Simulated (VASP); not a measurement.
The system is HfO2.

```xyz
6
Lattice="4.8135 0.0000 0.0000 0.0000 4.8135 0.0000 0.0000 0.0000 3.2054" Properties=species:S:1:pos:R:3 pbc="T T T"
Hf    2.4068    2.4068    1.6027
Hf    0.0000    0.0000    0.0000
O     3.8751    0.9384    1.6027
O     3.3452    3.3452    0.0000
O     1.4683    1.4683    0.0000
O     0.9384    3.8751    1.6027
```

Measurements of this composition are mostly on another form, of space group No. 14.

- Program: VASP 6.6.1
- Task: relaxation of cell and atoms
- Functional: LDA
- Potentials or basis: VASP PAW LDA potentials, release 64 (Hf_pv, O)
- Cutoff: 600 eV
- k mesh: 6 × 6 × 8
- Occupations: fermi-dirac, width 0.05 eV
- Spin: no spin polarisation

At the start: pressure -6.2 GPa; volume 12.38 Å³/atom.

Where does the relaxation end?

Over 5 steps the energy falls by 6.4 meV/atom and the volume is 12.05 Å³/atom (-2.6 %); space group P4_2/mnm (No. 136, to 0.05 Å).

The path:
```tsv
step	energy change (eV)	largest force (eV/Å)	pressure (GPa)	volume (Å³)
1	0.0000	0.0789	-6.22	74.27
2	0.0880	0.3459	12.58	69.23
3	-0.0378	0.0522	-0.09	72.44
4	-0.0378	0.0551	-0.07	72.40
5	-0.0383	0.0178	0.03	72.32
```

Final structure:
```
Hf O
1.0
     4.77052    0.00000    0.00000
     0.00000    4.77052    0.00000
     0.00000    0.00000    3.17775
Hf O
2 4
Direct
  0.50000 0.50000 0.50000
  0.00000 0.00000 0.00000
  0.80490 0.19510 0.50000
  0.69510 0.69510 0.00000
  0.30490 0.30490 0.00000
  0.19510 0.80490 0.50000
```
